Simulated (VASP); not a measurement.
**N under changes of volume**

One of the cells (25.751 Å³/atom); the others are scaled copies at fixed shape and fractional positions:

```
N
1.0
     5.90602    0.00000    0.00000
     0.00000    5.90602    0.00000
     0.00000    0.00000    5.90602
N
8
Direct
  0.05438 0.44562 0.55438
  0.44562 0.55438 0.05438
  0.55438 0.05438 0.44562
  0.94562 0.94562 0.94562
  0.94562 0.55438 0.44562
  0.55438 0.44562 0.94562
  0.44562 0.94562 0.55438
  0.05438 0.05438 0.05438
```

```yaml
Program: VASP 6.6.1
Functional: PBE
Potentials_or_basis: VASP PAW PBE potentials, release 64 (N)
Cutoff: 520 eV
k_mesh: 4 × 4 × 4
Occupations: gaussian, width 0.02 eV
Spin: no spin polarisation
```

```tsv
volume (Å³/atom)	energy over the lowest point (meV/atom)	pressure (GPa)	gap on the mesh (eV)	largest force (eV/Å)
24.721	10.40	2.9	7.52	2.423
25.236	?	?	?	?
25.751	0.00	0.0	7.40	0.019
26.266	1.37	-1.2	7.34	1.063
26.781	6.67	-2.4	7.29	2.069
```

**Question.** What does the run at 25.236 Å³/atom give?

**Answer.** Energy over the lowest point 2.83 meV/atom; pressure 1.4 GPa; gap on the mesh 7.46 eV; largest force 1.178 eV/Å.

Worked out: A Birch-Murnaghan fit of order 2 (a polynomial in V^(-2/3)) to the other rows has its minimum at 25.83 Å³/atom with B0 = V·E''(V) = 65 GPa at fixed shape and positions, which overstates the stiffness. It gives 2.84 meV/atom at 25.236 Å³/atom, against the run's 2.83, and -dE/dV = 1.6 GPa, against 1.4. A straight line through the other rows of the gap, of slope -2.9 eV per unit of ln V, gives 7.46 eV, against the run's 7.46.

Energies are extrapolated to zero smearing.

Caveats: the standard files for N, O and F lose accuracy on very short bonds; forces of over 1 eV/Å show positions far from the minimum, so gaps and moduli don't describe the material at rest (some runs).

A mesh can miss the band edges.
